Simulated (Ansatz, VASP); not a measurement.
## One calculation of AlN, two programs

```
Al N
1.0
     3.11950    0.00000    0.00000
    -1.55975    2.70157    0.00000
     0.00000    0.00000    4.94358
Al N
2 2
Direct
  0.33333 0.66667 0.00067
  0.66667 0.33333 0.50067
  0.33333 0.66667 0.38433
  0.66667 0.33333 0.88433
```

Alike in both runs: functional LDA; k mesh 9 × 9 × 6; occupations gaussian, width 0.05 eV; no spin polarisation.

Ansatz relaxed the structure, and its values are those at the end. VASP's run is a single point on that final structure, the one shown.

|  | VASP | Ansatz |
| --- | --- | --- |
| version | VASP 6.6.1 | Ansatz 0.2.0 |
| potentials or method | VASP PAW LDA potentials, release 64 (Al, N) | scalar-relativistic, plane waves, PAW |
| plane-wave cutoff (eV) | 520 | 520 |
| valence electrons in the cell | 16 | 16 |

```csv
,VASP,Ansatz,Ansatz less VASP
gap on the k mesh at the Fermi level (eV),4.20,4.19,-0.007
least direct gap on the mesh (eV),4.20,4.19,-0.007
pressure (GPa),-3.6,-4.2,-0.55
```

Ansatz warned: «pseudo_functional_mismatch».

Caveats: an odd mesh through Γ misses points on the zone boundary, where band edges often lie. Expect the measured gap to be larger: semilocal functionals such as LDA lack the derivative discontinuity.
